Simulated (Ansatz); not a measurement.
**⁶⁷Zn NMR of the central transition in ZnSe under strain**

Cell: a structure deposited in the COD, relaxed with PBE at fixed cell and then changed (z compressed by 2 %, ions relaxed).

```
CELL_PARAMETERS angstrom
0.00000 2.83380 2.77712
2.83380 0.00000 2.77712
2.83380 2.83380 0.00000
ATOMIC_POSITIONS crystal
Zn 0.00000 0.00000 0.00000
Se 0.25000 0.25000 0.25000
```

Atoms are numbered from 1 in the order listed; like atoms form one site, named after its first atom.

Level of theory: DFT, PBE, plane waves and PAW, scalar-relativistic, 420 eV cutoff, Γ-centred 13×13×13 k-points, Fermi–Dirac smearing 0.02 eV (Ansatz 0.2.0).

⁶⁷Zn has I = 5/2 and Q = 122.0 mb (Pyykkö 2018); at 11.7 T its Larmor frequency is ν₀ = 31.2 MHz. Only the quadrupole interaction is simulated: positions count from each site's isotropic chemical shift, and J coupling is left out, as are shift anisotropy and dipolar coupling, which fast spinning averages.

Simulated pattern of one Zn site (fast magic-angle spinning, Gaussian broadening 0.02 kHz):

offset (kHz), height and a bar:
```
  -0.5648          0 
  -0.5516          1 
  -0.5383          3 #
  -0.5250          5 #
  -0.5118          5 #
  -0.4985          5 #
  -0.4852          5 #
  -0.4720          5 ##
  -0.4587          5 ##
  -0.4454          5 ##
  -0.4322          5 ##
  -0.4189          6 ##
  -0.4056          6 ##
  -0.3924          6 ##
  -0.3791          6 ##
  -0.3658          7 ##
  -0.3526         18 #####
  -0.3393         64 ###################
  -0.3260         74 ######################
  -0.3128         54 ################
  -0.2995         45 #############
  -0.2862         40 ############
  -0.2730         38 ###########
  -0.2597         36 ###########
  -0.2464         35 ###########
  -0.2332         35 ##########
  -0.2199         34 ##########
  -0.2066         34 ##########
  -0.1934         35 ###########
  -0.1801         36 ###########
  -0.1668         38 ###########
  -0.1536         40 ############
  -0.1403         43 #############
  -0.1270         47 ##############
  -0.1137         55 ################
  -0.1005         71 #####################
  -0.0872        100 ##############################
  -0.0739         68 ####################
  -0.0607         10 ###
  -0.0474          0
```

**Question.** Which |C_Q| and η does the pattern imply?

**Answer.** The pattern spans 0.464 kHz before broadening and its centre of gravity is at -0.217 kHz, which fixes P_Q; the places of the horns and steps fix η. That gives P_Q = 1.06 MHz, |C_Q| = 1.06 MHz and η = 0.00. The sign of C_Q can't be read from the pattern.

An axis of threefold or higher order runs through Zn, so V_zz lies along it and η is zero.
